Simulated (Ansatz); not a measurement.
# Si64H: the cost of one run

Program: Ansatz 0.2.0. Level of theory: DFT r2SCAN, scalar-relativistic, plane waves, PAW. These are calculated values, not measurements.

## (1) The starting structure

The structure is cubic, space group P-43m (No. 215). Conventional cell: a = 10.888 Å, b = 10.888 Å, c = 10.888 Å, α = 90.00°, β = 90.00°, γ = 90.00°. Si (site symmetry 3m) has 4 Si at 2.36 Å as nearest neighbours. Si (site symmetry 2) has 4 Si at 2.36 Å as nearest neighbours. Around Si (site symmetry 2mm) lie 4 Si at 2.36 Å. Si (site symmetry m) is surrounded by 4 Si at 2.36 Å. Around Si (site symmetry 3m) lie 4 Si at 2.36 Å and 1 H at 2.36 Å. Only part of the 10 independent sites is listed.

The input asks for a charge of +1 e on the cell.

Structure file:

```cif
data_structure
_symmetry_space_group_name_H-M 'P-43m'
_symmetry_Int_Tables_number 215
_cell_length_a 10.8884
_cell_length_b 10.8884
_cell_length_c 10.8884
_cell_angle_alpha 90.000
_cell_angle_beta 90.000
_cell_angle_gamma 90.000
_cell_volume 1290.88
loop_
_atom_site_label
_atom_site_type_symbol
_atom_site_symmetry_multiplicity
_atom_site_Wyckoff_symbol
_atom_site_fract_x
_atom_site_fract_y
_atom_site_fract_z
_atom_site_occupancy
Si1 Si 4 e 0.25000 0.75000 0.75000 1
Si2 Si 12 h 0.50000 0.00000 0.75000 1
Si3 Si 4 e 0.75000 0.75000 0.75000 1
Si4 Si 6 f 0.00000 0.00000 0.75000 1
Si5 Si 6 g 0.50000 0.50000 0.75000 1
Si6 Si 12 i 0.37500 0.87500 0.87500 1
Si7 Si 4 e 0.87500 0.87500 0.87500 1
Si8 Si 12 i 0.37500 0.37500 0.87500 1
Si9 Si 4 e 0.37500 0.37500 0.37500 1
H1 H 1 a 0.00000 0.00000 0.00000 1
```

## (2) Relaxing the atoms: Si64H defect cell, no spin, charge +1

It takes the final geometry of an earlier run: H added.

Contents of input.yaml:

```yaml
crystal:
  lattice:
    - [10.8883565642, 0.0, 0.0]
    - [0.0, 10.8883565642, 0.0]
    - [0.0, 0.0, 10.8883565642]
  atoms:
    - { symbol: Si, position: [0.5, 0.0, 0.0] }
    - { symbol: Si, position: [0.75, 0.25, 0.0] }
    - { symbol: Si, position: [0.75, 0.0, 0.25] }
    - { symbol: Si, position: [0.0, 0.0, 0.0] }
    - { symbol: Si, position: [0.25, 0.25, 0.0] }
    - { symbol: Si, position: [0.5, 0.5, 0.0] }
    - { symbol: Si, position: [0.75, 0.75, 0.0] }
    - { symbol: Si, position: [0.25, 0.0, 0.25] }
    - { symbol: Si, position: [0.5, 0.25, 0.25] }
    - { symbol: Si, position: [0.75, 0.5, 0.25] }
    - { symbol: Si, position: [0.5, 0.0, 0.5] }
    - { symbol: Si, position: [0.75, 0.25, 0.5] }
    - { symbol: Si, position: [0.75, 0.0, 0.75] }
    - { symbol: Si, position: [0.0, 0.5, 0.0] }
    - { symbol: Si, position: [0.25, 0.75, 0.0] }
    - { symbol: Si, position: [0.0, 0.25, 0.25] }
    - { symbol: Si, position: [0.25, 0.5, 0.25] }
    - { symbol: Si, position: [0.5, 0.75, 0.25] }
    - { symbol: Si, position: [0.0, 0.0, 0.5] }
    - { symbol: Si, position: [0.25, 0.25, 0.5] }
    - { symbol: Si, position: [0.5, 0.5, 0.5] }
    - { symbol: Si, position: [0.75, 0.75, 0.5] }
    - { symbol: Si, position: [0.25, 0.0, 0.75] }
    - { symbol: Si, position: [0.5, 0.25, 0.75] }
    - { symbol: Si, position: [0.75, 0.5, 0.75] }
    - { symbol: Si, position: [0.0, 0.75, 0.25] }
    - { symbol: Si, position: [0.0, 0.5, 0.5] }
    - { symbol: Si, position: [0.25, 0.75, 0.5] }
    - { symbol: Si, position: [0.0, 0.25, 0.75] }
    - { symbol: Si, position: [0.25, 0.5, 0.75] }
    - { symbol: Si, position: [0.5, 0.75, 0.75] }
    - { symbol: Si, position: [0.0, 0.75, 0.75] }
    - { symbol: Si, position: [0.625, 0.125, 0.125] }
    - { symbol: Si, position: [0.875, 0.375, 0.125] }
    - { symbol: Si, position: [0.875, 0.125, 0.375] }
    - { symbol: Si, position: [0.125, 0.125, 0.125] }
    - { symbol: Si, position: [0.375, 0.375, 0.125] }
    - { symbol: Si, position: [0.625, 0.625, 0.125] }
    - { symbol: Si, position: [0.875, 0.875, 0.125] }
    - { symbol: Si, position: [0.375, 0.125, 0.375] }
    - { symbol: Si, position: [0.625, 0.375, 0.375] }
    - { symbol: Si, position: [0.875, 0.625, 0.375] }
    - { symbol: Si, position: [0.625, 0.125, 0.625] }
    - { symbol: Si, position: [0.875, 0.375, 0.625] }
    - { symbol: Si, position: [0.875, 0.125, 0.875] }
    - { symbol: Si, position: [0.125, 0.625, 0.125] }
    - { symbol: Si, position: [0.375, 0.875, 0.125] }
    - { symbol: Si, position: [0.125, 0.375, 0.375] }
    - { symbol: Si, position: [0.375, 0.625, 0.375] }
    - { symbol: Si, position: [0.625, 0.875, 0.375] }
    - { symbol: Si, position: [0.125, 0.125, 0.625] }
    - { symbol: Si, position: [0.375, 0.375, 0.625] }
    - { symbol: Si, position: [0.625, 0.625, 0.625] }
    - { symbol: Si, position: [0.875, 0.875, 0.625] }
    - { symbol: Si, position: [0.375, 0.125, 0.875] }
    - { symbol: Si, position: [0.625, 0.375, 0.875] }
    - { symbol: Si, position: [0.875, 0.625, 0.875] }
    - { symbol: Si, position: [0.125, 0.875, 0.375] }
    - { symbol: Si, position: [0.125, 0.625, 0.625] }
    - { symbol: Si, position: [0.375, 0.875, 0.625] }
    - { symbol: Si, position: [0.125, 0.375, 0.875] }
    - { symbol: Si, position: [0.375, 0.625, 0.875] }
    - { symbol: Si, position: [0.625, 0.875, 0.875] }
    - { symbol: Si, position: [0.125, 0.875, 0.875] }
    - { symbol: H, position: [0.25, 0.25, 0.25] }
total_charge: 1
scf:
  occupations: { method: gaussian, width: 0.02 }
output:
  forces: true
  stress: false
  eigenvalues: true
hamiltonian:
  xc: r2scan
kpoints:
  mp_grid: { grid: [2, 2, 2], shift: [0.5, 0.5, 0.5] }
relax:
  f_tol: 0.02
  adjacent_minimum: "off"
  escape_saddle: false
```

The run is started by

```bash
> ansatz run input.yaml --threads 4 --pin off --max-ram 14336MiB --backend cpu --events-out ev --progress --plain --runs-dir out
```

**Question.** How long does this run take on 4 threads of Intel Xeon Platinum 8488C (Sapphire Rapids), shared host, and how much memory does it need?

About 1.7 min, with a peak of 3.3 GiB.
